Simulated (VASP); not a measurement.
# H3C2 in VASP: a series of runs, part 3 of 3

VASP 6.6.1.

**5. Molecular dynamics, PBE**

Contents of INCAR:

```
SYSTEM = H3C2
PREC = Accurate
ENCUT = 520
EDIFF = 1E-5
ISMEAR = -1
SIGMA = 0.1
LREAL = .FALSE.
LASPH = .TRUE.
NELM = 80
ALGO = Normal
ISIF = 2
LWAVE = .FALSE.
LCHARG = .FALSE.
GGA = PE
IBRION = 0
NSW = 20
POTIM = 0.5
TEBEG = 1200.0
TEEND = 1200.0
ISYM = 0
NELMIN = 4
RANDOM_SEED = 925081 0 0
MDALGO = 1
ANDERSEN_PROB = 0.0
```

Contents of KPOINTS:

```
Automatic mesh
0
G
  4 3 3
  0 0 0
```

Contents of POSCAR:

```
H3C2
1.0
    4.1368420000      0.1127960000      0.0118200000
    0.8262500000      4.7985370000     -0.2246160000
   -0.7172870000     -0.1594970000      5.0606330000
C H
4 6
Direct
    0.0038310000      0.9688720000      0.9332600000
    0.5414250000      0.6015910000      0.4399690000
    0.5253670000      0.0726630000      0.2321510000
    0.1354570000      0.4069170000      0.6962820000
    0.9479570000      0.9091020000      0.5085780000
    0.5004000000      0.9638140000      0.7314760000
    0.9244330000      0.3088730000      0.2471570000
    0.0410790000      0.6800700000      0.2343970000
    0.7664550000      0.5852630000      0.9643120000
    0.6654740000      0.3045490000      0.7443610000
```

Potentials or basis: VASP PAW PBE potentials, release 64 (C, H).

Launch:

```
cat potpaw_PBE.64/C/POTCAR potpaw_PBE.64/H/POTCAR > POTCAR
mpirun -np 1 vasp_std > vasp.out
```

OUTCAR:

```text
SYSTEM = H3C2
   PREC = Accurate
   ENCUT = 520
   EDIFF = 1E-5
   ISMEAR = -1
   LREAL = .FALSE.
   LASPH = .TRUE.
   NELM = 80
   ISIF = 2
   GGA = PE
   IBRION = 0
   NSW = 20
   POTIM = 0.5
   TEBEG = 1200.0
   ISYM = 0
   NELMIN = 4

 ion  position               nearest neighbor table
   1  0.004  0.969  0.933-
   2  0.541  0.602  0.440-
   3  0.525  0.073  0.232-
   4  0.135  0.407  0.696-
   5  0.948  0.909  0.509-
   6  0.500  0.964  0.731-
   7  0.924  0.309  0.247-
   8  0.041  0.680  0.234-
   9  0.766  0.585  0.964-
  10  0.665  0.305  0.744-

IMPORTANT INFORMATION: All symmetrisations will be switched off!
NOSYMM: (Re-)initialisation of all symmetry stuff for point group C_1.

----------------------------------------------------------------------------------------

                                     Primitive cell

  volume of cell :      99.8950

  direct lattice vectors                    reciprocal lattice vectors
     4.136842000  0.112796000  0.011820000     0.242732925 -0.040244590  0.033136226
     0.826250000  4.798537000 -0.224616000    -0.005733063  0.209655282  0.005795152
    -0.717287000 -0.159497000  5.060633000    -0.000821407  0.009399540  0.197783561

  length of vectors
     4.138396354  4.874330595  5.113701819     0.248267818  0.209813701  0.198008492

  position of ions in fractional coordinates (direct lattice)
     0.003831000  0.968872000  0.933260000
     0.541425000  0.601591000  0.439969000
     0.525367000  0.072663000  0.232151000
     0.135457000  0.406917000  0.696282000
     0.947957000  0.909102000  0.508578000
     0.500400000  0.963814000  0.731476000
     0.924433000  0.308873000  0.247157000
     0.041079000  0.680070000  0.234397000
     0.766455000  0.585263000  0.964312000
     0.665474000  0.304549000  0.744361000

  ion indices of the primitive-cell ions
   primitive index   ion index
                 1           1
                 2           2
                 3           3
                 4           4
                 5           5
                 6           6
                 7           7
                 8           8
                 9           9
                10          10

----------------------------------------------------------------------------------------

 KPOINTS: Automatic mesh

Automatic generation of k-mesh.
 Grid dimensions read from file:
 generate k-points for:    4    3    3

 Generating k-lattice:

  Cartesian coordinates                     Fractional coordinates (reciprocal lattice)
     0.060683231 -0.010061147  0.008284057     0.250000000  0.000000000  0.000000000
    -0.001911021  0.069885094  0.001931717     0.000000000  0.333333333 -0.000000000
    -0.000273802  0.003133180  0.065927854    -0.000000000  0.000000000  0.333333333

  Length of vectors
     0.062066954  0.069937900  0.066002831

  Shift w.r.t. Gamma in fractional coordinates (k-lattice)
     0.000000000  0.000000000  0.000000000

 Subroutine IBZKPT returns following result:
 ===========================================

 Found     19 irreducible k-points:

 Following reciprocal coordinates:
            Coordinates               Weight
  0.000000  0.000000  0.000000      1.000000
  0.250000  0.000000  0.000000      2.000000
  0.500000  0.000000  0.000000      1.000000
 -0.000000  0.333333 -0.000000      2.000000
  0.250000  0.333333  0.000000      2.000000
  0.500000  0.333333  0.000000      2.000000
[... 11 lines left out ...]
  0.500000 -0.333333  0.333333      2.000000
 -0.250000 -0.333333  0.333333      2.000000
   k-points           NKPTS =     19   k-points in BZ     NKDIM =     19   number of bands    NBANDS=     17
   number of dos      NEDOS =    301   number of ions     NIONS =     10
   total plane-waves  NPLWV =  46080
   dimension x,y,z NGX =    32 NGY =   36 NGZ =   40
   dimension x,y,z NGXF=    64 NGYF=   72 NGZF=   80
   ions per type =               4   6
   NGX,Y,Z   is equivalent  to a cutoff of  12.85, 12.28, 13.00 a.u.
   NGXF,Y,Z  is equivalent  to a cutoff of  25.71, 24.56, 26.01 a.u.
 SYSTEM =  H3C2
   PREC   = accura    normal or accurate (medium, high low for compatibility)
   ISTART =      0    job   : 0-new  1-cont  2-samecut
   ICHARG =      2    charge: 1-file 2-atom 10-const
   ISPIN  =      1    spin polarized calculation?
   LNONCOLLINEAR =      F non collinear calculations
   LSORBIT =      F    spin-orbit coupling
   LASPH  =      T    aspherical Exc in radial PAW
   ENCUT  =  520.0 eV  38.22 Ry    6.18 a.u.   7.69  9.06  9.51*2*pi/ulx,y,z
   NELM   =     80;   NELMIN=  4; NELMDL= -5     # of ELM steps
   EDIFF  = 0.1E-04   stopping-criterion for ELM
   LREAL  =      F    real-space projection
   EDIFFG = 0.1E-03   stopping-criterion for IOM
   NSW    =     20    number of steps for IOM
   IBRION =      0    ionic relax: 0-MD 1-quasi-New 2-CG
   NFREE  =      0    steps in history (QN), initial steepest desc. (CG)
   ISIF   =      2    stress and relaxation
   ISYM   =      0    0-nonsym 1-usesym 2-fastsym
   POTIM  = 0.5000    time-step for ionic-motion
   TEBEG  = 1200.0;   TEEND  =1200.0 temperature during run
   PSTRESS=    0.0 pullay stress
   NELECT =      22.0000    total number of electrons
   NUPDOWN=      -1.0000    fix difference up-down
   EMIN   =  10.00;   EMAX   =-10.00  energy-range for DOS
   EFERMI =   0.00;   METHOD = LEGACY
   ISMEAR =    -1;   SIGMA  =   0.10  broadening in eV -4-tet -1-fermi 0-gaus
   EFERMI_NEDOS =   21; number of points for ismear=-14 and -15
   IALGO  =     38    algorithm
   IMIX   =      4    mixing-type and parameters
     AMIX     =   0.40;   BMIX     =  1.00
     AMIX_MAG =   1.60;   BMIX_MAG =  1.00
  volume/ion in A,a.u.               =       9.99        67.41
  Fermi-wavevector in a.u.,A,eV,Ry     =   0.988632  1.868243 13.298229  0.977392
  Thomas-Fermi vector in A             =   2.120172
   LORBIT       =      0    0 simple, 1 ext, 2 COOP (PROOUT), +10 PAW based schemes
   GGA     = PE    functional components
   LHFCALC =     F    Hartree Fock is set to
   AEXX    =    0.0000 exact exchange contribution
   IVDW    =     0    specifies the selected vdW correction
   LEPSILON=     F    determine dielectric tensor
   LRPA    =     F    only Hartree local field effects (RPA)
 molecular dynamics for ions
 non-spin polarized calculation
  energy-cutoff  :      520.00
  volume of cell :       99.90
 maximum number of plane-waves:      2702
 NGX is ok and might be reduce to    32
   NGX = 15   NGY = 19   NGZ = 19

--------------------------------------- Ionic step        1  -------------------------------------------

 number of electron      22.0000000 magnetization

 Free energy of the ion-electron system (eV)
  ---------------------------------------------------
  ext. energy  EPLUGINS =         0.00000000
  ---------------------------------------------------
  free energy    TOTEN  =       -26.08892277 eV

  energy without entropy =      -25.94691131  energy(sigma->0) =      -26.01791704

------------------------ aborting loop because EDIFF is reached ----------------------------------------

  FORCE on cell =-STRESS in cart. coord.  units (eV):
  Direction    XX          YY          ZZ          XY          YZ          ZX
  --------------------------------------------------------------------------------------
  -------------------------------------------------------------------------------------
  Total      -18.1932278    -14.3137067    -14.4485713      0.4268028     -1.1634166     -1.2853608
  in kB     -291.7941115   -229.5719801   -231.7350208      6.8453236    -18.6595863    -20.6154028
  external PRESSURE =    -251.0337041 kB  Pullay stress =       0.0000000 kB
[... 139 lines left out ...]
  ENERGY OF THE ELECTRON-ION-THERMOSTAT SYSTEM (eV)
  ---------------------------------------------------
% ion-electron   TOTEN  =       -26.081758  see above
  kinetic energy EKIN   =         1.377575
  kin. lattice  EKIN_LAT=         0.000000  (temperature 1184.15 K)
  nose potential ES     =         0.000000
  nose kinetic   EPS    =         0.000000
  ---------------------------------------------------
  total energy   ETOTAL =       -24.704183 eV

[... ionic steps 4 to 17 ...]

--------------------------------------- Ionic step       18  -------------------------------------------

 number of electron      21.9999999 magnetization

------------------------ aborting loop because EDIFF is reached ----------------------------------------
[... 103 lines left out ...]
--------------------------------------- Ionic step       20  -------------------------------------------

 number of electron      22.0000001 magnetization

 Free energy of the ion-electron system (eV)
  ---------------------------------------------------
  ext. energy  EPLUGINS =         0.00000000
  ---------------------------------------------------
  free energy    TOTEN  =       -31.72409032 eV

  energy without entropy =      -31.63586539  energy(sigma->0) =      -31.67997786

 E-fermi :  -0.7260     XC(G=0):  -8.4917

 val. band max:       -0.7371449050   @ k =  -0.2500  -0.3333   0.3333
 cond. band min:      -0.7186838828   @ k =   0.2500   0.0000   0.0000
 fundamental gap:      0.0184610222
 Fermi energy:        -0.7260492326

 k-point     1 :       0.0000    0.0000    0.0000
  band No.  band energies     occupation
      1     -12.4617      2.00000
      2      -9.9192      2.00000
      3      -9.3123      2.00000
      4      -7.9939      2.00000
      5      -6.7045      2.00000
      6      -4.5249      2.00000
[... 412 lines left out ...]
  ENERGY OF THE ELECTRON-ION-THERMOSTAT SYSTEM (eV)
  ---------------------------------------------------
% ion-electron   TOTEN  =       -31.724090  see above
  kinetic energy EKIN   =         7.020253
  kin. lattice  EKIN_LAT=         0.000000  (temperature 6034.53 K)
  nose potential ES     =         0.000000
  nose kinetic   EPS    =         0.000000
  ---------------------------------------------------
  total energy   ETOTAL =       -24.703837 eV
```

Wall time 3.7 min (1 thread of Intel Xeon Platinum 8259CL at 2.50GHz (Skylake/Cascade Lake), shared host); peak memory 0.24 GiB.

The path:
```
step  potential energy change (eV)  largest force (eV/Å)  pressure (GPa)  volume (Å³)  temperature (K)
   1                        0.0000                1.0686          -25.10        99.90             1190
   2                        0.0124                1.0410          -25.16        99.90             1180
   3                        0.0072                1.0227          -25.18        99.90             1184
   4                       -0.0162                1.0167          -25.25        99.90             1204
   5                       -0.0589                1.0252          -25.27        99.90             1241
   6                       -0.1233                1.0500          -25.32        99.90             1297
   7                       -0.2125                1.1239          -25.32        99.90             1374
   8                       -0.3313                1.2520          -25.35        99.90             1476
   9                       -0.4858                1.3980          -25.34        99.90             1609
  10                       -0.6839                1.5595          -25.35        99.90             1780
  11                       -0.9356                1.7477          -25.31        99.90             1997
  12                       -1.2522                1.9670          -25.29        99.90             2270
  13                       -1.6466                2.1969          -25.19        99.90             2610
  14                       -2.1322                2.4095          -25.06        99.90             3028
  15                       -2.7183                2.5328          -24.79        99.90             3531
  16                       -3.4002                2.6812          -24.37        99.90             4115
  17                       -4.1423                2.9518          -23.61        99.90             4747
  18                       -4.8497                3.1912          -22.51        99.90             5343
  19                       -5.3643                3.5038          -20.81        99.90             5777
  20                       -5.6352                8.6651          -18.75        99.90             6035
```

Caveat: the k mesh is coarse (spacing up to 0.44 Å⁻¹), so the values aren't converged.
